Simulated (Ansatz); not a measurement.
# RbBr (Fm-3m): a volume series of phonon spectra, part 2 of 3

Wanted: mode Grüneisen parameters of RbBr and a free-energy fit over volumes.

What experiment has found for this phase:
- volume expansion coefficient 117 1e-6/K near room temperature (given in “Descriptors for thermal expansion in solids”, 2017, arXiv:1701.03966)

Ansatz 0.2.0; DFT PBE, scalar-relativistic, plane waves, PAW.

So far. Step 2 (A first coarse run): The start is under 1.0 GPa at this level and looks like an insulator or semiconductor on this mesh. Step 4 (Relaxing to small residual forces and stress): The residual pressure is 0.0026 GPa, small enough for phonons.

The database entry behind the starting cell differs from later determinations by our own check (about 0.5 % short), so it need not match the best structure at ambient conditions.

## 5. Phonons, V/V0 1

The same q-mesh and k-mesh are kept at every volume, so that much of their error can cancel in the differences.

File input.yaml:

```yaml
crystal:
  lattice:
    - [0.0, 3.5086791881, 3.5086791881]
    - [3.5086791881, 0.0, 3.5086791881]
    - [3.5086791881, 3.5086791881, 0.0]
  atoms:
    - { symbol: Rb, position: [0.0, 0.0, 0.0] }
    - { symbol: Br, position: [0.5, 0.5, 0.5] }
kpoints:
  mp_grid: { grid: [8, 8, 8] }
hamiltonian:
  xc: pbe
scf:
  occupations: { method: fixed }
output:
  eigenvalues: true
phonons:
  method: dfpt
  dielectric: true
  rigid_motions: translations
  qmesh: [4, 4, 4]
  temperatures: { t_max: 1000, t_step: 50 }
  qpath:
    path:
      - [[0.0, 0.0, 0.0], [0.5, 0.0, 0.5], [0.625, 0.25, 0.625]]
      - [[0.375, 0.375, 0.75], [0.0, 0.0, 0.0], [0.5, 0.5, 0.5], [0.5, 0.25, 0.75], [0.5, 0.0, 0.5]]
    npoints: 10
```

On the command line:

```sh
ansatz run input.yaml --threads 2 --pin off --max-ram 5120MiB --backend cpu --events-out ev --progress --plain --runs-dir out
```

Numbers of over 12 decimals in the logs are rounded to 6 here.

Log:

```text
[...]
Crystal: 2 atoms, lattice volume = 86.390 Å³
Basis set: ecut = 420 eV, 1687 PW (Γ), exchange–correlation on 72×72×72 points (8 copies of the dense FFT grid, shifted against one another)
Bands: 12, of which v1, the nominal top of the filled ones, is band 8 counted from 1 (7 counted from 0)
Symmetry: 48 space group operations
k-points: 59 of 512 (irreducible under 8 space group operations, time reversal used)
[...]
SCF iter   1: F=—  HF=-6054.070310 eV  |F-HF|=—  |Δ(HF+E_count)|=         —  Δρ=2.07e-4  dr2=8.14e-5  ethr=1.77e-3  ⟨swp⟩=6.2  Hψ=4091  notcnv=0  defer=110
[...]
SCF iter   7: F=-6054.070563 eV  HF=-6054.070563 eV  |F-HF|=3.73e-11  |Δ(HF+E_count)|=   2.60e-9  Δρ=8.60e-8  dr2=5.01e-12  ethr=1.00e-12  ⟨swp⟩=11.3  Hψ=5458  notcnv=0
SCF 1 converged in 7 iterations: F = -6054.070563 eV  dr2 = 5.01e-12
[...]
DFPT response loops at Γ: preconditioner auto → none (the input reference at scf.mixing.eps_inf says where Resta's filter doesn't serve); β = 0.50; Broyden in place of MSR1
NSCF: frozen V_eff on 29 k-points
[...]
DFPT response loops at q = (0, 0, -0.5) (fractional): preconditioner auto → Resta (q_TF=auto, 2.060 Å⁻¹)  ε∞=3.8 (no band partly filled); β = 1.00, the filter's whole step (`scf.mixing.beta` (0.50) is not read by the response loops at its default; to damp them type it under 1.00, their step now; it binds the ground state too); Broyden in place of MSR1
[...]
SCF converged after 7 iterations
Free energy (F): -6054.070563 eV
[...]
Internal energy: -6054.070563 eV  (E = F + TS)
E sigma→0 (E₀):  -6054.070563 eV
Fermi energy:    0.764038 eV
[...]
--- Band table (eV; the first three rows and the last of 59) ---
  k-point 0: bands = [... 4 lower, -7.8744, 0.7640, 0.7640, 0.7640, 4.9550, 8.0185, 8.0185, 8.0185]
  k-point 1: bands = [... 4 lower, -7.8700, 0.6020, 0.7179, 0.7179, 5.3040, 7.9180, 8.1915, 8.1915]
  k-point 2: bands = [... 4 lower, -7.8592, 0.2709, 0.6107, 0.6107, 6.1461, 7.8468, 8.6892, 8.6892]
  k-point 58: bands = [... 4 lower, -7.8632, 0.3388, 0.4362, 0.4362, 7.7671, 7.7671, 8.7336, 9.0936]
--- Phonons (Γ-DFPT): 2 representative perturbations + reference, on 59 of 512 k-points (Σ response iterations 6) ---
  k mesh reduced under 8 symmetry operations, with k and −k counted as one. Each operation leaves every solved perturbation unchanged. A smaller set is not considered because the run solves the response to a homogeneous field
  ASR residual: 1.062e-4 → 0.000e0 eV/Å²; symmetrization residual: 1.211e-6 eV/Å²
  ASR residual per site (eV/Å²): 5.44e-5 1.06e-4
  Γ frequencies (cm⁻¹): 0.00 0.00 0.00 76.14 76.14 76.14
  ε∞ (high-frequency dielectric tensor):
        2.460113    -0.000000     0.000000
        0.000000     2.460113    -0.000000
        0.000000     0.000000     2.460113
  ε⁰ (static dielectric tensor: ions relaxed, cell fixed):
        5.685246    -0.000000    -0.000000
        0.000000     5.685246     0.000000
       -0.000000     0.000000     5.685246
  ε⁰ − ε∞ (ionic part):
        3.225133     0.000000    -0.000000
        0.000000     3.225133     0.000000
       -0.000000     0.000000     3.225133
  softest optical mode at Γ: 76.14 cm⁻¹; the repairs (sum rule, projections) moved no ω² at Γ by more than (0.62 cm⁻¹)²
  Born effective charges Z* (e; rows j = field, columns β = displacement):
    site 0:
         1.16424    0.00000   -0.00000
         0.00000    1.16424    0.00000
         0.00000   -0.00000    1.16424
    site 1:
        -1.16424   -0.00000    0.00000
         0.00000   -1.16424   -0.00000
         0.00000    0.00000   -1.16424
  Z* charge neutrality: 3.561e-5 e pre-enforcement
  k-mesh period / interband length: 39.7 Å / 1.39 Å = 28.53 at k = (0.0000, 0.0000, 0.0000), direct gap 4.191 eV — 14 or more, which is no proof of convergence
  optical modes at Γ without the LO–TO term, one row a degenerate level:
      ω (cm⁻¹)  modes    IR ((D/Å)²/amu)
         76.14      3             2.2717
  optical modes at Γ + LO–TO along q̂ = [1.0000, 0.0000, 0.0000]:
      ω (cm⁻¹)  modes    IR ((D/Å)²/amu)
         76.14      2             1.5145
        115.74      1             0.7572
  optical modes at Γ + LO–TO along q̂ = [0.0000, 1.0000, 0.0000]:
      ω (cm⁻¹)  modes    IR ((D/Å)²/amu)
         76.14      2             1.5145
        115.74      1             0.7572
  optical modes at Γ + LO–TO along q̂ = [0.0000, 0.0000, 1.0000]:
      ω (cm⁻¹)  modes    IR ((D/Å)²/amu)
         76.14      2             1.5145
        115.74      1             0.7572
--- Phonons (arbitrary-q DFPT): 8 irreducible q on the 4×4×4 mesh ---
  q = [0.0000, 0.0000, 0.0000] (star 1, of the zone-centre solve; hermiticity 2.75e-6, symmetrization 1.01e-14): -0.00 -0.00 0.00 76.14 76.14 76.14
  q = [0.0000, 0.0000, 0.2500] (star 8, 2 solved perturbations on 288 of 512 k-point pairs; hermiticity 2.06e-6, symmetrization 3.40e-13): 32.94 32.94 46.83 72.05 72.05 108.37
[...]
q = [0.0000, 0.2500, 0.2500] (star 6, 4 solved perturbations in 528 linear systems a pass and spin channel, the states on 164 of 512 k-point pairs; hermiticity 1.11e-6, symmetrization 1.91e-13): 23.90 23.90 60.17 77.28 77.28 92.32
[...]
sum rule: each row above includes the acoustic sum rule's correction from the zone centre's row sums; it moved no ω² by more than (0.60 cm⁻¹)²
  mesh force constants: q→R imaginary residual 4.39e-18; ASR residual 1.062e-4 → 0.000e0 eV/Å²; symmetrization residual 1.332e-15 eV/Å²
  interpolated dispersion: 63 rows × 6 modes
  density of states and harmonic sums: on the 16×16×16 q-mesh, interpolated from the force constants of a 4×4×4 supercell (with the dipole–dipole term)
  largest difference from the sums on the solved wave vectors: F 1.55e-2 eV, S 1.95e-5 and C_V 3.97e-6 eV/K
  zero-point energy: 0.023609 eV/cell   skipped modes (ω ≤ 0): 3   left out of the sums: 1.22e-4 of the cell's modes: C_V's classical limit lies that fraction below 3 k_B per atom; for a crystal, a wire or a layer, F and S can be off by more, and a phonons.interpolated_qmesh denser along its periods is the remedy for the sampling
```

Run time: 3.4 min. Hardware: 2 threads of Arm Neoverse V1, shared host; peak memory 1.2 GiB.

This step gave:

```yaml
gamma_frequencies: 0, 0, 0, 76.14, 76.14, 76.14 cm⁻¹ (negative: imaginary)
lowest_frequency_on_the_path: 0 cm⁻¹
zero_point_energy: 0.02361 eV/cell
point_group: m-3m
highest_frequency: 115.7 cm⁻¹
debye_temperature_from_the_second_moment: 123 K
```

LO-TO term included. Phonon branches along the path, in cm⁻¹:

| point | branch 1 | branch 2 | branch 3 | branch 4 | branch 5 | branch 6 |
| --- | --- | --- | --- | --- | --- | --- |
| Γ | 0 | 0 | 0 | 76 | 76 | 116 |
| halfway | 24 | 24 | 60 | 77 | 77 | 92 |
| X | 33 | 33 | 59 | 78 | 78 | 81 |
| halfway | 36 | 40 | 58 | 77 | 79 | 81 |
| U | 43 | 54 | 56 | 73 | 80 | 80 |
| jump to K | 43 | 54 | 56 | 73 | 80 | 80 |
| halfway | 30 | 44 | 56 | 66 | 78 | 100 |
| Γ | 0 | 0 | 0 | 76 | 76 | 116 |
| halfway | 33 | 33 | 47 | 72 | 72 | 108 |
| L | 56 | 56 | 60 | 60 | 83 | 87 |
| halfway | 51 | 51 | 67 | 67 | 80 | 81 |
| W | 49 | 49 | 64 | 67 | 80 | 80 |
| halfway | 38 | 46 | 57 | 76 | 79 | 81 |
| X | 33 | 33 | 59 | 78 | 78 | 81 |

The phonon branches as a text plot (rows in cm⁻¹):

```
    113 |***                        ********
    108 |   *                     **        *
    104 |                        *           **
     99 |    **                 *              *
     94 |      *               *
     89 |                                       **
     84 |       *            **                  *****
     80 |    ***********************            *   *************
     75 |****    *     **** *       ********                ***
     70 |       *          * **  ***        ****        *  *
     65 |         **       **  **             **    *******
     60 |      *    ****     **                 ****       *   **
     55 |               ***  ** *            *  ****        ***
     51 |    **          * **  *               *    ******** *
     46 |               *  **   **          * *            *
     41 |   *          * **  **              *              ***
     36 |             ***      * ***       *                  **
     31 |        ******         *           *                   *
     27 |  *    *                 ***     **
     22 |    ***                 *       **
     17 |   *                     ***
     12 | **                        **  **
      7 | *                          *  *
      2 |*                            **
         Γ           X  U|K            Γ         L        W     X
```

The phonon density of states has structure finer than the step of the table below, so its rows give means over 5 cm⁻¹, whole bins alone (the curve runs from 0.5 to 116 cm⁻¹). Peaks (cm⁻¹: height): 54.5: 0.121, 61.5: 0.154, 77.5: 0.247, 79.5: 0.297.

Tetrahedra on 16 16 16, mean over bins of 1 cm⁻¹. The phonon density of states by wavenumber; means over each step:

wavenumber (cm⁻¹), phonon density of states (1/cm⁻¹/cell) and a bar:
```
        5      0.000 
       10      0.002 
       15      0.005 #
       20      0.011 ##
       25      0.020 ###
       30      0.034 ######
       35      0.057 #########
       40      0.066 ###########
       45      0.077 #############
       50      0.085 ##############
       55      0.081 ##############
       60      0.090 ###############
       65      0.092 ###############
       70      0.111 ###################
       75      0.168 ############################
       80      0.179 ##############################
       85      0.037 ######
       90      0.026 ####
       95      0.020 ###
      100      0.016 ###
      105      0.012 ##
      110      0.008 #
```

Harmonic. Thermo, by row:

| T (K) | F_vib (meV/atom) | S (J/mol-atom/K) | C_V (J/mol-atom/K) |
| --- | --- | --- | --- |
| 0 | 11.8 | 0 | 0 |
| 50 | 8.96 | 14.69 | 18.84 |
| 100 | -2.81 | 29.5 | 23.16 |
| 150 | -20.74 | 39.11 | 24.12 |
| 200 | -42.9 | 46.11 | 24.48 |
| 250 | -68.27 | 51.59 | 24.64 |
| 300 | -96.21 | 56.09 | 24.73 |
| 350 | -126.3 | 59.91 | 24.79 |
| 400 | -158.2 | 63.22 | 24.82 |
| 450 | -191.7 | 66.15 | 24.85 |
| 500 | -226.7 | 68.76 | 24.86 |
| 550 | -263 | 71.14 | 24.88 |
| 600 | -300.4 | 73.3 | 24.89 |
| 650 | -338.9 | 75.29 | 24.9 |
| 700 | -378.4 | 77.14 | 24.9 |
| 750 | -418.8 | 78.86 | 24.91 |
| 800 | -460.1 | 80.46 | 24.91 |
| 850 | -502.2 | 81.97 | 24.91 |
| 900 | -545.1 | 83.4 | 24.92 |
| 950 | -588.6 | 84.75 | 24.92 |
| 1000 | -632.9 | 86.02 | 24.92 |

Phonopy on the run's constants, 15x15x15 mesh, Gaussian sigma 2.0 cm⁻¹. The modes by wavenumber; read off at these points; values in 1/cm⁻¹/cell:

| wavenumber (cm⁻¹) | Br | Rb |
| --- | --- | --- |
| -5.0 | 0 | 7.5e-6 |
| 0.0 | 8.0e-5 | 9.0e-5 |
| 5.0 | 2.0e-4 | 2.1e-4 |
| 10.0 | 0.00113 | 0.00121 |
| 15.0 | 0.00298 | 0.00320 |
| 20.0 | 0.00529 | 0.00570 |
| 25.0 | 0.00974 | 0.0106 |
| 30.0 | 0.0163 | 0.0180 |
| 35.0 | 0.0264 | 0.0297 |
| 40.0 | 0.0299 | 0.0351 |
| 45.0 | 0.0324 | 0.0408 |
| 50.0 | 0.0340 | 0.0504 |
| 53.7 | 0.0302 | 0.0629 |
| 55.0 | 0.0268 | 0.0587 |
| 60.0 | 0.0544 | 0.0328 |
| 65.0 | 0.0549 | 0.0422 |
| 70.0 | 0.0604 | 0.0479 |
| 75.0 | 0.0882 | 0.0778 |
| 78.1 | 0.112 | 0.0969 |
| 80.0 | 0.0964 | 0.0820 |
| 85.0 | 0.0204 | 0.0217 |
| 90.0 | 0.0117 | 0.0132 |
| 95.0 | 0.00930 | 0.00978 |
| 100.0 | 0.00776 | 0.00788 |
| 105.0 | 0.00618 | 0.00610 |
| 110.0 | 0.00435 | 0.00418 |
| 115.0 | 0.00149 | 0.00141 |
| 120.0 | 1.9e-5 | 1.9e-5 |
| 125.0 | 0 | 0 |

Born charge (rows field, columns displacement) (e), principal values of the symmetric part by kind of site:

| atom | atoms with these values | low | middle | high | mean |
| --- | --- | --- | --- | --- | --- |
| Rb1 | 1 | 1.16 | 1.16 | 1.16 | 1.16 |
| Br2 | 1 | -1.16 | -1.16 | -1.16 | -1.16 |

In full for Br2:

```
-1.16  0.00  0.00
 0.00 -1.16  0.00
 0.00  0.00 -1.16
```

ε∞:

```
2.46 0.00 0.00
0.00 2.46 0.00
0.00 0.00 2.46
```

No LO-TO term. Modes at Γ, with each element's share of the kinetic energy:

| mode | frequency (cm⁻¹) | symmetry | Rb % | Br % |
| --- | --- | --- | --- | --- |
| 1 | 0.0 | T1u | 52 | 48 |
| 2 | 0.0 | T1u | 52 | 48 |
| 3 | 0.0 | T1u | 52 | 48 |
| 4 | 76.1 | T1u | 48 | 52 |
| 5 | 76.1 | T1u | 48 | 52 |
| 6 | 76.1 | T1u | 48 | 52 |

Displacements in mode 6 (76.1 cm⁻¹), the largest set to 1:
```
Rb1  0.00 -0.93 -0.31
Br2  0.00  1.00  0.33
```

No mode is imaginary beyond numerical noise at the solved wavevectors.

## 6. A cell at another volume, V/V0 1.015

Symmetry fixes every atom, so a single point at the scaled cell gives the energy and pressure of this member.

The cell differs from the one that the last finished run ended in (a 4.962 → 4.987 Å, b 4.962 → 4.987 Å, c 4.962 → 4.987 Å).

input.yaml, the sections that differ from step 5:

```yaml
crystal:
  lattice:
    - [0.0, 3.5261355908, 3.5261355908]
    - [3.5261355908, 0.0, 3.5261355908]
    - [3.5261355908, 3.5261355908, 0.0]
  atoms:
    - { symbol: Rb, position: [0.0, 0.0, 0.0] }
    - { symbol: Br, position: [0.5, 0.5, 0.5] }
output:
  forces: true
  stress: true
  eigenvalues: true
# kpoints, hamiltonian, scf: as in step 5
# phonons: removed
```

Log:

```text
[...]
Crystal: 2 atoms, lattice volume = 87.685 Å³
Basis set: ecut = 420 eV, 1687 PW (Γ), exchange–correlation on 72×72×72 points (8 copies of the dense FFT grid, shifted against one another)
Bands: 12, of which v1, the nominal top of the filled ones, is band 8 counted from 1 (7 counted from 0)
Symmetry: 48 space group operations
[...]
k-points: 29 of 512
[...]
SCF iter   1: F=—  HF=-6054.069649 eV  |F-HF|=—  |Δ(HF+E_count)|=         —  Δρ=2.10e-4  dr2=8.82e-5  ethr=1.77e-3  ⟨swp⟩=6.3  Hψ=2007  notcnv=0  defer=52
[...]
SCF iter   6: F=-6054.069887 eV  HF=-6054.069887 eV  |F-HF|=2.20e-9  |Δ(HF+E_count)|=   4.35e-8  Δρ=8.07e-7  dr2=1.29e-9  ethr=3.79e-10  ⟨swp⟩=8.4  Hψ=2362  notcnv=0
SCF 1 converged in 6 iterations: F = -6054.069887 eV  dr2 = 1.29e-9
[...]
SCF converged after 6 iterations
Free energy (F): -6054.069887 eV
[...]
Internal energy: -6054.069887 eV  (E = F + TS)
E sigma→0 (E₀):  -6054.069887 eV
Fermi energy:    0.673585 eV
[...]
--- Stress (GPa, compression-positive) ---
       -0.167675      -0.000000      -0.000000
        0.000000      -0.167675       0.000000
        0.000000       0.000000      -0.167675
  P = ⅓ Tr σ = -0.1677 GPa (-1.677 kbar)
--- Band table (eV; the first three rows and the last of 29) ---
  k-point 0: bands = [... 4 lower, -7.9981, 0.6736, 0.6736, 0.6736, 4.8296, 7.9197, 7.9197, 7.9197]
  k-point 1: bands = [... 4 lower, -7.9940, 0.5160, 0.6292, 0.6292, 5.1727, 7.8184, 8.0901, 8.0901]
  k-point 2: bands = [... 4 lower, -7.9843, 0.1936, 0.5261, 0.5261, 6.0043, 7.7408, 8.5802, 8.5802]
  k-point 28: bands = [... 4 lower, -7.9881, 0.2611, 0.3502, 0.3502, 7.6579, 7.6579, 8.5800, 8.9424]
```

The job ended after 1.1 s (2 threads; peak memory 0.32 GiB).

Numbers from this step:

```
pressure          : -0.1677 GPa
gap on the k-mesh : 4.156 eV
volume per atom   : 43.84 Å³
```

At this level the gap is 4.16 eV on the k-mesh of the self-consistent run, which can miss the band edges.

## 7. Phonons, V/V0 1.015

The same q-mesh and k-mesh are kept at every volume, so that much of their error can cancel in the differences.

input.yaml, the sections that differ from step 6:

```yaml
output:
  eigenvalues: true
phonons:
  method: dfpt
  dielectric: true
  rigid_motions: translations
  qmesh: [4, 4, 4]
  temperatures: { t_max: 1000, t_step: 50 }
  qpath:
    path:
      - [[0.0, 0.0, 0.0], [0.5, 0.0, 0.5], [0.625, 0.25, 0.625]]
      - [[0.375, 0.375, 0.75], [0.0, 0.0, 0.0], [0.5, 0.5, 0.5], [0.5, 0.25, 0.75], [0.5, 0.0, 0.5]]
    npoints: 10
# crystal, kpoints, hamiltonian, scf: as in step 6
```

Log:

```text
[...]
Crystal: 2 atoms, lattice volume = 87.685 Å³
Basis set: ecut = 420 eV, 1687 PW (Γ), exchange–correlation on 72×72×72 points (8 copies of the dense FFT grid, shifted against one another)
Bands: 12, of which v1, the nominal top of the filled ones, is band 8 counted from 1 (7 counted from 0)
Symmetry: 48 space group operations
k-points: 59 of 512 (irreducible under 8 space group operations, time reversal used)
[...]
optical modes at Γ + LO–TO along q̂ = [0.0000, 1.0000, 0.0000]:
      ω (cm⁻¹)  modes    IR ((D/Å)²/amu)
         73.19      2             1.5187
        113.66      1             0.7594
  optical modes at Γ + LO–TO along q̂ = [0.0000, 0.0000, 1.0000]:
      ω (cm⁻¹)  modes    IR ((D/Å)²/amu)
         73.19      2             1.5187
        113.66      1             0.7594
--- Phonons (arbitrary-q DFPT): 8 irreducible q on the 4×4×4 mesh ---
[...]
interpolated dispersion: 63 rows × 6 modes
[...]
[key lines of the parts left out:]
SCF converged after 7 iterations
Free energy (F): -6054.069887 eV
Fermi energy:    0.673545 eV
```

The job ended after 3.5 min (2 threads; peak memory 1.3 GiB).

No mode is imaginary beyond numerical noise at the solved wavevectors. The highest zone-centre mode (no LO–TO term) moved by -3.9 % for a volume change of +1.5 %.

## 8. A cell at another volume, V/V0 0.985

Symmetry fixes every atom, so a single point at the scaled cell gives the energy and pressure of this member.

The cell differs from the one that the last finished run ended in (a 4.987 → 4.937 Å, b 4.987 → 4.937 Å, c 4.987 → 4.937 Å).

input.yaml, the sections that differ from step 7:

```yaml
crystal:
  lattice:
    - [0.0, 3.4910473368, 3.4910473368]
    - [3.4910473368, 0.0, 3.4910473368]
    - [3.4910473368, 3.4910473368, 0.0]
  atoms:
    - { symbol: Rb, position: [0.0, 0.0, 0.0] }
    - { symbol: Br, position: [0.5, 0.5, 0.5] }
output:
  forces: true
  stress: true
  eigenvalues: true
# kpoints, hamiltonian, scf: as in step 7
# phonons: removed
```

Log:

```text
[...]
Crystal: 2 atoms, lattice volume = 85.094 Å³
Basis set: ecut = 420 eV, 1687 PW (Γ), exchange–correlation on 72×72×72 points (8 copies of the dense FFT grid, shifted against one another)
Bands: 12, of which v1, the nominal top of the filled ones, is band 8 counted from 1 (7 counted from 0)
Symmetry: 48 space group operations
[...]
k-points: 29 of 512
[...]
P = ⅓ Tr σ = 0.1887 GPa (1.887 kbar)
--- Band table (eV; the first three rows and the last of 29) ---
  k-point 0: bands = [... 4 lower, -7.7476, 0.8579, 0.8579, 0.8579, 5.0849, 8.1200, 8.1200, 8.1200]
  k-point 1: bands = [... 4 lower, -7.7426, 0.6912, 0.8098, 0.8098, 5.4399, 8.0203, 8.2957, 8.2957]
  k-point 2: bands = [... 4 lower, -7.7307, 0.3511, 0.6984, 0.6984, 6.2926, 7.9560, 8.8011, 8.8011]
  k-point 28: bands = [... 4 lower, -7.7351, 0.4192, 0.5257, 0.5257, 7.8794, 7.8794, 8.8914, 9.2492]
[key lines of the parts left out:]
SCF converged after 6 iterations
Free energy (F): -6054.069801 eV
Fermi energy:    0.857888 eV
```

The job ended after 1.1 s (2 threads; peak memory 0.32 GiB).

The run ends at a pressure of 0.19 GPa.

(Continued in part 3 of 3.)

[Logs are printed without paths, hosts, clocks, repeated set-up lines and the standing remarks that a program may print on its own settings, such as how far it seeks lower states.]

[Hosts, paths, dates, database ids (printed as entryN), source tags and the programs' standing remarks are cut or masked in the printed files.]

[A step with changed settings may run another functional than the one named; its input shows which.]

[Of the runs on displaced cells, only some may be shown.]
